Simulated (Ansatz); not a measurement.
The cell is a 6-atom cell of SnO₂ started from a crystallographic database; cell and atoms were relaxed with r2SCAN. Space group P4_2/mnm (No. 136), tetragonal; a = 4.760 Å, c = 3.200 Å in the conventional setting, 12.09 Å³ an atom. Sn has 6 O at 2.06–2.07 Å; O has 3 Sn at 2.06–2.07 Å.

3 runs of Ansatz on this cell differ in the functional (and in the settings that go with it). Levels are in eV from each run's valence top; v1 is the last filled band, c1 the first empty one.

Run A, mean stress -3.8 GPa (compression positive):
```
point     v4     v3     v2     v1    c1    c2
    Γ  -1.27  -0.79  -0.79   0.00  0.95  5.82
    X  -1.23  -1.23  -0.64  -0.64  4.13  4.13
    M  -1.35  -1.35  -0.90  -0.90  4.53  4.53
```

Run B, mean stress +7.7 GPa (compression positive):
```
point     v4     v3     v2     v1    c1    c2
    Γ  -1.24  -0.77  -0.77   0.00  1.10  6.08
    X  -1.19  -1.19  -0.62  -0.62  4.30  4.30
    M  -1.31  -1.31  -0.89  -0.89  4.72  4.72
```

Run C, mean stress 0.0 GPa (compression positive):
```
point     v4     v3     v2     v1    c1    c2
    Γ  -1.20  -0.77  -0.77   0.00  1.77  6.82
    X  -1.15  -1.15  -0.62  -0.62  4.99  4.99
    M  -1.28  -1.28  -0.92  -0.92  5.43  5.43
```

Problem. Match the runs to LDA, PBE, r2SCAN.

Solution. A is LDA, B is PBE, C is r2SCAN. In order of the gap: LDA 0.95, PBE 1.10, r2SCAN 1.77 eV. The stress vanishes for r2SCAN, which relaxed the cell.

The values are computed, spin-unpolarised, and not measurements.

No spin-orbit coupling is included; it can move band edges with weight on the heavy atoms by tenths of an eV.
